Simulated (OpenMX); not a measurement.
# BeTe: equation of state with PBE

The system is BeTe.

```
Te Be
1.0
     0.00000    2.77000    2.77000
     2.77000    0.00000    2.77000
     2.77000    2.77000    0.00000
Te Be
1 1
Direct
  0.75000 0.75000 0.75000
  0.00000 0.00000 0.00000
```

```
Program                           : OpenMX 3.8.5
Task                              : equation of state
Functional                        : PBE
Potentials or basis               : OpenMX 2013 PBE set, Te7.0-s3p3d2f1, Be7.0-s3p2d1, fixed grid of 42 × 42 × 42 points
k mesh                            : 9 × 9 × 9
Occupations                       : fermi-dirac, width 0.05 eV
Spin                              : no spin polarisation
Mixing scheme                     : rmm-diisk
SCF threshold                     : 1e-08 Ha
Solver                            : band
Grid points, held for all volumes : 42 × 42 × 42
```

```json
{
  "Equilibrium volume": "23.06 Å³/atom (rough: see the caveat)",
  "Bulk modulus": "55 GPa (rough)"
}
```

Energy against volume, from the lowest point:
```
volume (Å³/atom)  energy (meV/atom)
          19.979              86.04
          20.404              61.24
          20.829              41.20
          21.254              25.32
          21.679              13.43
          22.104               5.10
          22.529               0.00
```

Caveat: the minimum lies outside the volumes run; volumes in these bases differ from converged ones by about 1 %, for some elements by several; the basis of atomic orbitals isn't converged, which shifts pressures, moduli and gaps. The run has no spin-orbit coupling, so splittings on Te are missing.
